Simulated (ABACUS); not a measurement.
# Te2Mo (P6_3/mmc) in ABACUS: further runs

The runs below take Te2Mo through band structure, equation of state, with r2SCAN.

All numbers are computed with ABACUS 3.10.1; they aren't measurements. Logs are shortened: lines on timing, memory, paths and dates and some standing lists are left out, and cuts for length are marked.

**Measured values to compare with.**

From “Broadband infrared study of pressure-tunable Fano resonance and metallization transition in 2H-MoTe2”, 2022, pmc:9569381, for a bulk crystal of Te2Mo at 300 K: band gap 0.88 ± 0.05 eV (indirect).

The runs below are set against these values where they give the same quantity.

## 1. The crystal as given

The structure is hexagonal, space group P6_3/mmc (No. 194). Conventional cell: a = 3.518 Å, b = 3.518 Å, c = 13.974 Å, α = 90.00°, β = 90.00°, γ = 120.00°. Te (site symmetry 3m) is surrounded by 3 Mo at 2.72 Å. Mo (site symmetry -6m2) is surrounded by 6 Te at 2.72 Å.

## 2. Band structure, r2SCAN

Input file INPUT:

```
INPUT_PARAMETERS
suffix              Te2Mo
calculation         nscf
basis_type          pw
pseudo_dir          ./
symmetry            -1
dft_functional      MGGA_X_R2SCAN+MGGA_C_R2SCAN
ecutwfc             96.0
pseudo_rcut         7
nspin               1
nbands              62
ks_solver           dav
smearing_method     fd
smearing_sigma      0.00367493
scf_thr             1e-08
scf_nmax            100
mixing_type         broyden
mixing_beta         0.7
mixing_tau          1
init_chg            file
pw_diag_thr         1e-07
out_band            1
kpar                4
```

Input file STRU:

```
ATOMIC_SPECIES
Te 127.6000 Te_ONCV_PBE-1.2.upf
Mo 95.9500 Mo_ONCV_PBE-1.2.upf

LATTICE_CONSTANT
1.8897261246

LATTICE_VECTORS
3.5182000000 0.0000000000 0.0000000000
-1.7591000000 3.0468505756 0.0000000000
0.0000000000 0.0000000000 13.9736000000

ATOMIC_POSITIONS
Direct

Te
0.0
4
0.6666666667 0.3333333333 0.3790000000 1 1 1
0.3333333333 0.6666666667 0.8790000000 1 1 1
0.6666666667 0.3333333333 0.1210000000 1 1 1
0.3333333333 0.6666666667 0.6210000000 1 1 1

Mo
0.0
2
0.6666666667 0.3333333333 0.7500000000 1 1 1
0.3333333333 0.6666666667 0.2500000000 1 1 1
```

Input file KPT:

```
K_POINTS
12
Line
0.00000000 0.00000000 0.00000000 6 // G
0.50000000 0.00000000 0.00000000 6 // M
0.33333333 0.33333333 0.00000000 6 // K
0.00000000 0.00000000 0.00000000 6 // G
0.00000000 0.00000000 0.50000000 6 // A
0.50000000 0.00000000 0.50000000 6 // L
0.33333333 0.33333333 0.50000000 6 // H
0.00000000 0.00000000 0.50000000 1 // A
0.50000000 0.00000000 0.50000000 6 // L
0.50000000 0.00000000 0.00000000 1 // M
0.33333333 0.33333333 0.00000000 6 // K
0.33333333 0.33333333 0.50000000 1 // H
```

Potentials or basis: SG15 ONCV 1.2 PBE, plane waves.

The run is started by

```
> OMP_NUM_THREADS=1 mpirun -np 4 abacus > log
```

running log:

```text
ABACUS v3.10.1

               Atomic-orbital Based Ab-initio Computation at UStc

 ------------------------------------------------------------------------------------

 READING GENERAL INFORMATION
                           global_out_dir = OUT.Te2Mo/
                           global_in_card = INPUT
                               pseudo_dir = ./
                              orbital_dir =
                                    DSIZE = 4
                                    GSIZE = 1

 READING UNITCELL INFORMATION
                                    ntype = 2
                  lattice constant (Bohr) = 1.88973
              lattice constant (Angstrom) = 1

 READING ATOM TYPE 1
                               atom label = Te
                      L=0, number of zeta = 1
                      L=1, number of zeta = 1
                      L=2, number of zeta = 1
             number of atom for this type = 4

 READING ATOM TYPE 2
                               atom label = Mo
                      L=0, number of zeta = 1
                      L=1, number of zeta = 1
                      L=2, number of zeta = 1
             number of atom for this type = 2

                        TOTAL ATOM NUMBER = 6
DIRECT COORDINATES
    atom                   x                   y                   z     mag                  vx                  vy                  vz
taud_Te1            0.6666666667        0.3333333333        0.3790000000  0.0000        0.0000000000        0.0000000000        0.0000000000
taud_Te2            0.3333333333        0.6666666667        0.8790000000  0.0000        0.0000000000        0.0000000000        0.0000000000
taud_Te3            0.6666666667        0.3333333333        0.1210000000  0.0000        0.0000000000        0.0000000000        0.0000000000
taud_Te4            0.3333333333        0.6666666667        0.6210000000  0.0000        0.0000000000        0.0000000000        0.0000000000
taud_Mo1            0.6666666667        0.3333333333        0.7500000000  0.0000        0.0000000000        0.0000000000        0.0000000000
taud_Mo2            0.3333333333        0.6666666667        0.2500000000  0.0000        0.0000000000        0.0000000000        0.0000000000

                          Volume (Bohr^3) = 1010.83
                             Volume (A^3) = 149.789

 Lattice vectors: (Cartesian coordinate: in unit of a_0)
              +3.5182                  +0                  +0
              -1.7591            +3.04685                  +0
                   +0                  +0            +13.9736
 Reciprocal vectors: (Cartesian coordinate: in unit of 2 pi/a_0)
            +0.284236           +0.164104                  -0
                   -0           +0.328208                  -0
                   +0                  -0          +0.0715635
 The esolver type has been set to : ksdft_pw

                PAO radial cut off (Bohr) = 7

 Read in pseudopotential file is Te_ONCV_PBE-1.2.upf
                     pseudopotential type = NC
          exchange-correlation functional = PBE
                 nonlocal core correction = 0
                        valence electrons = 16
                                     lmax = 2
                           number of zeta = 0
                     number of projectors = 6
                           L of projector = 0
                           L of projector = 0
                           L of projector = 1
                           L of projector = 1
                           L of projector = 2
                           L of projector = 2
 XC functional updated to : MGGA_X_R2SCAN+MGGA_C_R2SCAN
          exchange-correlation functional = MGGA_X_R2SCAN+MGGA_C_R2SCAN
                PAO radial cut off (Bohr) = 7

 Read in pseudopotential file is Mo_ONCV_PBE-1.2.upf
                     pseudopotential type = NC
          exchange-correlation functional = PBE
                 nonlocal core correction = 0
                        valence electrons = 14
                                     lmax = 2
[... 60 lines left out ...]

 -------------------------------------------
 NONSELF-CONSISTENT
 -------------------------------------------

                                 init_chg = file
 try to read charge from file
 Read in the charge density: OUT.Te2Mo//Te2Mo-CHARGE-DENSITY.restart
 try to read kinetic energy density from file
 Read in the kinetic energy density: OUT.Te2Mo//Te2Mo-TAU-DENSITY.restart

 PW ALGORITHM --------------- ION=   1  ELEC=   1--------------------------------

 k(1/57) Iter steps (avg)=27 threshold=1e-07

 k(2/57) Iter steps (avg)=23 threshold=1e-07
 k(3/57) Iter steps (avg)=22 threshold=1e-07
 k(4/57) Iter steps (avg)=18 threshold=1e-07
 k(5/57) Iter steps (avg)=17 threshold=1e-07
 k(6/57) Iter steps (avg)=16 threshold=1e-07
 k(7/57) Iter steps (avg)=16 threshold=1e-07
 k(8/57) Iter steps (avg)=17 threshold=1e-07
 k(9/57) Iter steps (avg)=17 threshold=1e-07
 k(10/57) Iter steps (avg)=19 threshold=1e-07
 k(11/57) Iter steps (avg)=22 threshold=1e-07
 k(12/57) Iter steps (avg)=23 threshold=1e-07
 k(13/57) Iter steps (avg)=18 threshold=1e-07
 k(14/57) Iter steps (avg)=20 threshold=1e-07
 k(15/57) Iter steps (avg)=19 threshold=1e-07
[... levels at 15 k points of this process ...]

 Density error is 0.00000000000
                          Error Threshold = 1.00000000000e-07
----------------------------------------------------------
     Energy           Rydberg                 eV
----------------------------------------------------------
 E_KohnSham     -970.1362763860      -13199.3811953525
 E_KS(sigma->0) -970.1362757527      -13199.3811867356
 E_Harris       -970.1362763860      -13199.3811953525
 E_band         -81.2278839528       -1105.1620582406
 E_one_elec     -425.7687281791      -5792.8807334485
 E_Hartree      242.7663666367       3303.0058690161
 E_xc           -102.3748548864      -1392.8813583784
 E_Ewald        -684.7590586906      -9316.6249553079
 E_entropy(-TS) -0.0000012666        -0.0000172336
 E_descf        0.0000000000         0.0000000000
 E_exx          0.0000000000         0.0000000000
 E_Fermi        1.0018211011         13.6304753513
----------------------------------------------------------

 charge density convergence is achieved
 final etot is -13199.381195 eV
 EFERMI = 13.630475351 eV

 STATE ENERGY(eV) AND OCCUPATIONS    NSPIN == 1
 1/15 kpoint (Cartesian) = 0.0000 0.0000 0.0000 (16061 pws)
       1       -50.2056      0.0350877
       2       -50.2056      0.0350877
       3       -23.4321      0.0350877
       4       -23.4321      0.0350877
       5       -23.4320      0.0350877
       6       -23.4320      0.0350877
[... 54 lines left out ...]
      61        22.8195    5.37586e-82
      62        23.3074    3.10897e-86

 2/15 kpoint (Cartesian) = 0.023686 0.013675 0.0000 (16098 pws)
       1       -50.2049      0.0350877
       2       -50.2049      0.0350877
       3       -23.4337      0.0350877
       4       -23.4337      0.0350877
       5       -23.4335      0.0350877
       6       -23.4334      0.0350877
[... 54 lines left out ...]
      61        22.7988    8.12411e-82
      62        23.1966    2.84813e-85

 3/15 kpoint (Cartesian) = 0.047373 0.027351 0.0000 (16074 pws)
       1       -50.2031      0.0350877
       2       -50.2031      0.0350877
       3       -23.4385      0.0350877
       4       -23.4384      0.0350877
       5       -23.4378      0.0350877
       6       -23.4376      0.0350877
[... 54 lines left out ...]
      61        22.1938    1.46297e-76
      62        23.5067    5.77116e-88

 4/15 kpoint (Cartesian) = 0.071059 0.041026 0.0000 (16096 pws)
       1       -50.2006      0.0350877
       2       -50.2006      0.0350877
       3       -23.4801      0.0350877
       4       -23.4799      0.0350877
       5       -23.4456      0.0350877
       6       -23.4454      0.0350877
[... 54 lines left out ...]
      61        22.1691    2.39771e-76
      62        22.9390    4.92813e-83

 5/15 kpoint (Cartesian) = 0.094745 0.054701 0.0000 (16080 pws)
       1       -50.1982      0.0350877
       2       -50.1982      0.0350877
       3       -23.5181      0.0350877
       4       -23.5178      0.0350877
       5       -23.4532      0.0350877
       6       -23.4528      0.0350877
[... 54 lines left out ...]
      61        21.8492    1.43887e-73
      62        22.2212    8.45079e-77

 6/15 kpoint (Cartesian) = 0.11843 0.068377 0.0000 (16042 pws)
       1       -50.1964      0.0350877
       2       -50.1964      0.0350877
       3       -23.5424      0.0350877
       4       -23.5420      0.0350877
       5       -23.4591      0.0350877
       6       -23.4585      0.0350877
[... 54 lines left out ...]
      61        21.0067    2.99117e-66
      62        21.9106    4.21943e-74

[... levels at 9 further k points ...]

 --------------------------------------------
 !FINAL_ETOT_IS -13199.38119535245 eV
 --------------------------------------------

 Output bands in file: OUT.Te2Mo/BANDS_1.dat
```

It took 5.4 min on 4 MPI ranks of Intel Xeon 6975P-C (Granite Rapids), shared host; peak memory 2.3 GiB.

Results:

```yaml
Band_gap_along_the_path: 0.92 eV, indirect (least direct gap 1.14 eV)
```

Levels at the corners of the path, in eV from the Fermi level:
```
point  band 44  band 45  band 46  band 47  band 48  band 49
    Γ    -1.45    -0.93    -0.44     2.51     2.51     2.63
    M    -1.41    -1.20    -0.92     0.93     0.98     1.16
    K    -2.46    -0.73    -0.51     0.62     0.62     0.96
    Γ    -1.45    -0.93    -0.44     2.51     2.51     2.63
    A    -1.55    -0.55    -0.55     2.54     2.54     2.54
    L    -1.43    -1.06    -1.06     0.95     0.95     1.33
    H    -2.61    -0.64    -0.64     0.63     0.63     1.41
    A    -1.55    -0.55    -0.55     2.54     2.54     2.54
    L    -1.43    -1.06    -1.06     0.95     0.95     1.33
    M    -1.41    -1.20    -0.92     0.93     0.98     1.16
    K    -2.46    -0.73    -0.51     0.62     0.62     0.96
    H    -2.61    -0.64    -0.64     0.63     0.63     1.41
```

Caveat: the density is read from an earlier self-consistent run, whose mesh may be coarse; the potentials were made for another functional, which shifts forces and pressure; spin-orbit coupling is left out, which moves the levels of the heavy elements.

## 3. Equation of state, r2SCAN, 23.47 Å³/atom (volume scaled by 0.94)

Input file run_abacus.py:

```python
"""ABACUS run from a structure file: ASE reads it, the script writes STRU, KPT and INPUT."""
import re
import subprocess
from ase.io import read
from ase.units import Bohr

atoms = read("Te2Mo.cif")
atoms = atoms[(-atoms.numbers).argsort(kind="stable")]  # ABACUS lists atoms element by element
pseudo = {'Te': 'Te_ONCV_PBE-1.2.upf', 'Mo': 'Mo_ONCV_PBE-1.2.upf'}
orbital = {}
magmoms = None
kmesh = [6, 6, 1]
params = {
    'suffix': 'Te2Mo',
    'calculation': 'scf',
    'basis_type': 'pw',
    'pseudo_dir': './',
    'symmetry': 1,
    'dft_functional': 'MGGA_X_R2SCAN+MGGA_C_R2SCAN',
    'ecutwfc': 96,
    'pseudo_rcut': 7,
    'nspin': 1,
    'nbands': 56,
    'ks_solver': 'dav',
    'smearing_method': 'fd',
    'smearing_sigma': 0.00367493,
    'scf_thr': 1e-08,
    'scf_nmax': 100,
    'mixing_type': 'broyden',
    'mixing_beta': 0.7,
    'cal_force': 1,
    'cal_stress': 1,
    'mixing_tau': 1,
    'kpar': 4,
}

symbols = atoms.get_chemical_symbols()
elements = list(dict.fromkeys(symbols))
lines = ["ATOMIC_SPECIES"] + [f"{e} {atoms.get_masses()[symbols.index(e)]:.4f} {pseudo[e]}" for e in elements]
if orbital:
    lines += ["", "NUMERICAL_ORBITAL"] + [orbital[e] for e in elements]
lines += ["", "LATTICE_CONSTANT", f"{1 / Bohr:.10f}", "", "LATTICE_VECTORS"]
lines += [" ".join(f"{x:.10f}" for x in v) for v in atoms.cell]
lines += ["", "ATOMIC_POSITIONS", "Direct"]
for e in elements:
    lines += ["", e, "0.0", str(symbols.count(e))]
    for i, p in enumerate(atoms.get_scaled_positions(wrap=False)):
        if symbols[i] == e:
            mag = "" if magmoms is None else " mag " + " ".join(str(x) for x in (magmoms[i] if isinstance(magmoms[i], list) else [magmoms[i]]))
            lines.append(" ".join(f"{x:.10f}" for x in p) + " 1 1 1" + mag)
open("STRU", "w").write("\n".join(lines) + "\n")
open("KPT", "w").write("K_POINTS\n0\nGamma\n%d %d %d 0 0 0\n" % tuple(kmesh))
open("INPUT", "w").write("INPUT_PARAMETERS\n" + "".join(f"{k:<20s}{v}\n" for k, v in params.items()))

done = subprocess.run(['mpirun', '-np', '4', 'abacus'])
if done.returncode:
    raise SystemExit(done.returncode)
log = open("OUT.Te2Mo/running_scf.log").read()
print("final energy (eV):", re.findall(r"FINAL_ETOT_IS (\S+)", log))
```

Input file Te2Mo.cif:

```cif
data_Te2Mo
_cell_length_a 3.44637985
_cell_length_b 3.44637985
_cell_length_c 13.68834445
_cell_angle_alpha 90.00000000
_cell_angle_beta 90.00000000
_cell_angle_gamma 120.00000000
_space_group_name_H-M_alt 'P1'
_space_group_name_Hall 'P 1'
_space_group_IT_number 1
loop_
_space_group_symop_operation_xyz
'x,y,z'
loop_
_atom_site_label
_atom_site_type_symbol
_atom_site_symmetry_multiplicity
_atom_site_Wyckoff_symbol
_atom_site_fract_x
_atom_site_fract_y
_atom_site_fract_z
_atom_site_occupancy
Te1 Te 1 a 0.6666666667 0.3333333333 0.3790000000 1
Te2 Te 1 a 0.3333333333 0.6666666667 0.8790000000 1
Te3 Te 1 a 0.6666666667 0.3333333333 0.1210000000 1
Te4 Te 1 a 0.3333333333 0.6666666667 0.6210000000 1
Mo1 Mo 1 a 0.6666666667 0.3333333333 0.7500000000 1
Mo2 Mo 1 a 0.3333333333 0.6666666667 0.2500000000 1
```

Potentials or basis: SG15 ONCV 1.2 PBE, plane waves.

The run is started by

```
> OMP_NUM_THREADS=1 python run_abacus.py > log
```

Run time: 1.7 min. Hardware: 4 MPI ranks of Intel Xeon 6975P-C (Granite Rapids), shared host; peak memory 1.6 GiB.

Results (log left out):

* Free energy: -13199.6535 eV
* Pressure: 9.5 GPa
* Largest force: 0.701 eV/Å
* Band gap on the k mesh: 0.95 eV, indirect (least direct gap 1.24 eV)

Caveat: the k mesh is coarse (spacing up to 0.46 Å⁻¹), so the values aren't converged; the potentials were made for another functional, which shifts forces and pressure; spin-orbit coupling is left out, which moves the levels of the heavy elements; an odd mesh through Γ misses points on the zone boundary, where band edges often lie.

## 4. Equation of state, r2SCAN, 24.47 Å³/atom (volume scaled by 0.98)

run_abacus.py is that of step 3.

Te2Mo.cif, as its differences from that of step 3:

```diff
@@ -1,5 +1,5 @@
 data_Te2Mo
-_cell_length_a 3.44637985
-_cell_length_b 3.44637985
-_cell_length_c 13.68834445
+_cell_length_a 3.49458721
+_cell_length_b 3.49458721
+_cell_length_c 13.87981462
 _cell_angle_alpha 90.00000000
```

The run is started by

```
> OMP_NUM_THREADS=1 python run_abacus.py > log
```

Wall time 2 min (4 MPI ranks of Intel Xeon 6975P-C (Granite Rapids), shared host); peak memory 1.7 GiB.

It converged, with:

```
Free energy            : -13199.8736 eV
Pressure               : 4.0 GPa
Largest force          : 0.100 eV/Å
Band gap on the k mesh : 0.95 eV, indirect (least direct gap 1.17 eV)
```

Caveat: the k mesh is coarse (spacing up to 0.45 Å⁻¹), so the values aren't converged; the potentials were made for another functional, which shifts forces and pressure; spin-orbit coupling is left out, which moves the levels of the heavy elements; an odd mesh through Γ misses points on the zone boundary, where band edges often lie.

## 5. Equation of state, r2SCAN, 25.46 Å³/atom (volume scaled by 1.02)

run_abacus.py is that of step 4.

Te2Mo.cif, as its differences from that of step 4:

```diff
@@ -1,5 +1,5 @@
 data_Te2Mo
-_cell_length_a 3.49458721
-_cell_length_b 3.49458721
-_cell_length_c 13.87981462
+_cell_length_a 3.54150002
+_cell_length_b 3.54150002
+_cell_length_c 14.06614309
 _cell_angle_alpha 90.00000000
```

The run is started by

```
> OMP_NUM_THREADS=1 python run_abacus.py > log
```

Wall time 2 min (4 MPI ranks of Intel Xeon 6975P-C (Granite Rapids), shared host); peak memory 1.7 GiB.

Results (log left out):

```
Free energy            : -13199.9399 eV
Pressure               : -0.4 GPa
Largest force          : 0.444 eV/Å
Band gap on the k mesh : 0.94 eV, indirect (least direct gap 1.10 eV)
```

Caveat: the k mesh is coarse (spacing up to 0.45 Å⁻¹), so the values aren't converged; the potentials were made for another functional, which shifts forces and pressure; spin-orbit coupling is left out, which moves the levels of the heavy elements; an odd mesh through Γ misses points on the zone boundary, where band edges often lie.

## 6. Equation of state, r2SCAN, 26.46 Å³/atom (volume scaled by 1.06)

run_abacus.py is that of step 5.

Te2Mo.cif, as its differences from that of step 5:

```diff
@@ -1,5 +1,5 @@
 data_Te2Mo
-_cell_length_a 3.54150002
-_cell_length_b 3.54150002
-_cell_length_c 14.06614309
+_cell_length_a 3.58720183
+_cell_length_b 3.58720183
+_cell_length_c 14.24766174
 _cell_angle_alpha 90.00000000
```

Potentials or basis: SG15 ONCV 1.2 PBE, plane waves.

The run is started by

```
> OMP_NUM_THREADS=1 python run_abacus.py > log
```

It took 1.8 min on 4 MPI ranks of Intel Xeon 6975P-C (Granite Rapids), shared host; peak memory 1.7 GiB.

Results (log left out):

- Free energy: -13199.8591 eV
- Pressure: -3.9 GPa
- Largest force: 0.906 eV/Å
- Band gap on the k mesh: 0.94 eV, indirect (least direct gap 1.05 eV)

Caveat: the k mesh is coarse (spacing up to 0.44 Å⁻¹), so the values aren't converged; the potentials were made for another functional, which shifts forces and pressure; spin-orbit coupling is left out, which moves the levels of the heavy elements; an odd mesh through Γ misses points on the zone boundary, where band edges often lie.

## 7. Equation of state, r2SCAN

Potentials or basis: SG15 ONCV 1.2 PBE, plane waves.

No new run: the results of the series are fitted here.

Results:

| Quantity | Value |
| --- | --- |
| Equilibrium volume | 25.41 Å³/atom (rough: see the caveat) |
| Bulk modulus at fixed shape and positions | 100 GPa (rough) |

Energy against volume, from the lowest point:
```
volume (Å³/atom)  energy (meV/atom)
          23.467              47.72
          24.466              11.04
          25.464               0.00
          26.463              13.47
```

Caveat: the k mesh is coarse (spacing up to 0.45 Å⁻¹), so the values aren't converged; the fit is doubtful: noisy points or a state that changes with volume; the cell was scaled at fixed shape and fractional positions, which overstates the stiffness of a crystal with free parameters, most of all of layers and chains; the potentials were made for another functional, which shifts forces and pressure. Spin-orbit coupling is left out, which matters for the levels of Te.

## 8. Comparison with measurements

Step 2. Measured gap of Te2Mo: 0.88 eV (indirect; 300 K; quoted in “Broadband infrared study of pressure-tunable Fano resonance and metallization transition in 2H-MoTe2”, 2022, pmc:9569381). This calculation gives 0.92 eV (+0.04 eV). Spin-orbit coupling on Mo, Te is left out. The value is that of r2SCAN, without temperature or zero-point motion.
